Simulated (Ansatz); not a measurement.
Li2Se built on the antifluorite prototype (r2SCAN geometry), in Ansatz:

```cif
data_structure
_symmetry_space_group_name_H-M 'Fm-3m'
_symmetry_Int_Tables_number 225
_cell_length_a 5.9870
_cell_length_b 5.9870
_cell_length_c 5.9870
_cell_angle_alpha 90.000
_cell_angle_beta 90.000
_cell_angle_gamma 90.000
_cell_volume 214.60
loop_
_atom_site_label
_atom_site_type_symbol
_atom_site_symmetry_multiplicity
_atom_site_Wyckoff_symbol
_atom_site_fract_x
_atom_site_fract_y
_atom_site_fract_z
_atom_site_occupancy
Se1 Se 4 a 0.00000 0.00000 0.00000 1
Li1 Li 8 c 0.25000 0.75000 0.75000 1
```

G0W0@PBE with 87 empty bands, a screening cutoff of 80 eV and a 4×4×4 mesh (PAW, contour deformation) gives 4.232 eV over the mesh points, from a PBE gap of 2.969 eV; it sums over 98 bands with 89 plane waves in the screening and a wave cutoff of 420 eV. No extrapolation in bands, cutoff or mesh was made for G0W0. No spin polarisation and no zero-point or thermal motion.

**Question.** Estimate the gap with mesh 6×6×6.

**Answer.** 4.250 eV (+0.018 eV), from a Kohn-Sham gap of 2.974 eV.

**Question.** Estimate the gap with empty bands 201, screening cutoff 140 eV.

**Answer.** 4.421 eV (+0.189 eV), from a Kohn-Sham gap of 2.969 eV.

**Question.** Estimate the gap with empty bands 370, screening cutoff 210 eV.

**Answer.** 4.506 eV (+0.274 eV), from a Kohn-Sham gap of 2.969 eV.

Spin-orbit coupling is left out.
